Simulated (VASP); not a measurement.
MoP, 2 atoms in the cell. The structure is hexagonal, space group P-6m2 (No. 187). The conventional cell has a = 3.209 Å, b = 3.209 Å, c = 3.172 Å, α = 90.00°, β = 90.00°, γ = 120.00°. Mo (site symmetry -6m2) has 6 P at 2.44 Å as nearest neighbours. P (site symmetry -6m2) has 6 Mo at 2.44 Å as nearest neighbours. 

| Item | Value |
| --- | --- |
| Program | VASP 6.6.1 |
| Task | relaxation of cell and atoms |
| Functional | PBEsol |
| Potentials or basis | VASP PAW PBE potentials, release 64 (Mo_sv, P) |
| Cutoff | 600 eV |
| k mesh | 15 × 15 × 11 |
| Occupations | methfessel-paxton, width 0.1 eV |
| Spin | no spin polarisation |
| Further INCAR settings | ALGO = Normal; EDIFF = 1e-07; IBRION = 2; EDIFFG = -0.005; NSW = 90; ISIF = 3 |

Potentials or basis: VASP PAW PBE potentials, release 64 (Mo_sv, P).

Run with:

```sh
$ cat potpaw_PBE.64/Mo_sv/POTCAR potpaw_PBE.64/P/POTCAR > POTCAR
$ mpirun -np 4 vasp_std > vasp.out
```

Hardware: 4 MPI ranks on Intel(R) Xeon(R) 6975P-C (Granite Rapids), with other jobs on the host.

Question: How long does it take, and how much memory?

Answer: Wall time 49 s on 4 MPI ranks on Intel(R) Xeon(R) 6975P-C (Granite Rapids) (shared host), peak memory 0.21 GiB a rank. Counts: scf iterations 38, k points 162, ion steps 5.
